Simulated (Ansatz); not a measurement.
# KBr (Pm-3m) from LDA to hybrids

All numbers come from the PAW code Ansatz. Calculated for a static, non-magnetic cell.

A 2-atom cell of KBr (Pm-3m) from a materials database, relaxed with r2SCAN. It is cubic, Pm-3m (No. 221); a = 3.976 Å in the conventional setting, 31.42 Å³ an atom. Around K lie 8 Br at 3.44 Å; around Br lie 8 K at 3.44 Å.

```
CELL_PARAMETERS angstrom
3.97587 0.00000 0.00000
0.00000 3.97587 0.00000
0.00000 0.00000 3.97587
ATOMIC_POSITIONS crystal
K 0.00000 0.00000 0.00000
Br 0.50000 0.50000 0.50000
```

Gaps on the r2SCAN cell, each the least over its mesh and the special points:

| level | k mesh | gap (eV) | kind | edges | least direct gap (eV) | rough cost |
| --- | --- | --- | --- | --- | --- | --- |
| LDA | 6×6×6 | 3.63 | indirect | M → Γ | 3.91 | 1.3 core-seconds |
| PBE | 6×6×6 | 4.02 | indirect | M → Γ | 4.30 | 1.9 core-seconds |
| PBE+SOC | 6×6×6 | 4.00 | indirect | M → Γ | 4.14 | 8 core-seconds |
| r2SCAN | 6×6×6 | 4.77 | indirect | M → Γ | 5.05 | 3 core-seconds |
| r2SCANh | 4×4×4 | 5.38 | indirect | M → Γ | 5.67 | 40 core-seconds |
| HSE06 | 4×4×4 | 5.19 | indirect | M → Γ | 5.49 | 28 core-seconds |
| HSE06+SOC | 4×4×4 | 5.17 | indirect | M → Γ | 5.32 | 110 core-seconds |
| DDH-PBE0 | 4×4×4 | 6.64 | indirect | M → Γ | 6.96 | 40 core-seconds |
| PBE0 | 4×4×4 | 5.90 | indirect | M → Γ | 6.20 | 27 core-seconds |
| G0W0@PBE (187 empty bands, 120 eV, 4×4×4) | 4×4×4 | 6.32 | – | M → Γ (mesh) | – | 40 core-seconds |
| G0W0@PBE (465 empty bands, 220 eV, 4×4×4) | 4×4×4 | 6.45 | – | M → Γ (mesh) | – | 5 core-minutes |

PBE: smearing of 0.02 eV; the others have fixed occupations.
Wave cutoffs: 420 eV, 500 eV (r2SCAN, r2SCANh). Set aside, since their points miss a band edge that the other levels read or their mesh is too coarse: LC-ωPBE.
The G0W0 gap is PBE's gap over the path plus the quasiparticle shift read on the mesh. G0W0 here is at a finite number of bands, screening cutoff and k mesh, not at the basis limit.
Costs come from shared machines and give only the order; PBE's includes the band path. The runs had 2 threads of Arm Neoverse V2, on a shared host.

HSE06 gives an indirect gap of 5.19 eV, from M to Γ; the least direct gap is 5.49 eV at Γ. Spin-orbit coupling changes the PBE gap by -0.02 eV, to 4.00 eV; at Γ the threefold valence level splits into a fourfold and a twofold level 0.50 eV apart, the fourfold one on top. Spin-orbit coupling changes the HSE06 gap by -0.02 eV, to 5.17 eV; at Γ the threefold valence level splits into a fourfold and a twofold level 0.53 eV apart, the fourfold one on top.

Set against the finite-basis gap of 6.45 eV from G0W0@PBE (465 empty bands, 220 eV, 4×4×4), the closest functional is DDH-PBE0, which differs by +0.19 eV, at about 10 times r2SCAN's cost; G0W0 itself took about 90 times r2SCAN's cost. The others: PBE0 -0.55, r2SCANh -1.07, HSE06 -1.26, r2SCAN -1.68, PBE -2.43, LDA -2.82 eV. The yardstick's own error is a tenth of an eV or more. r2SCAN covers 64 % of the step from PBE to HSE06, while HSE06 needs about 8 times r2SCAN's cost (on a coarser mesh). For gaps to 0.1 eV, spin-orbit coupling (up to 0.17 eV here) has to be included. Among these functionals the gap stays indirect.

r2SCAN (ground state on 6×6×6): The clamped-ion dielectric constant comes out as 2.73 in all directions. Born charges, averaged over directions: K +1.18, Br -1.18 e. PBE (ground state on 6×6×6): The clamped-ion dielectric constant comes out as 2.88 in all directions. Born charges, averaged over directions: K +1.21, Br -1.21 e.

On the PBEsol cell (a = 3.933 Å), with PBEsol: The optical mode at Γ lies at 90 cm⁻¹ without the longitudinal term. With the long-range field the highest mode reaches 152 cm⁻¹. The clamped-ion dielectric constant comes out as 2.97 in all directions. With the ions relaxed, ε⁰ is 8.5 in all directions. Born charges, averaged over directions: K +1.20, Br -1.20 e.

Only the levels marked +SOC include spin-orbit coupling.

The meshes of the hybrids are coarse, so their gaps aren't converged to the digits shown.
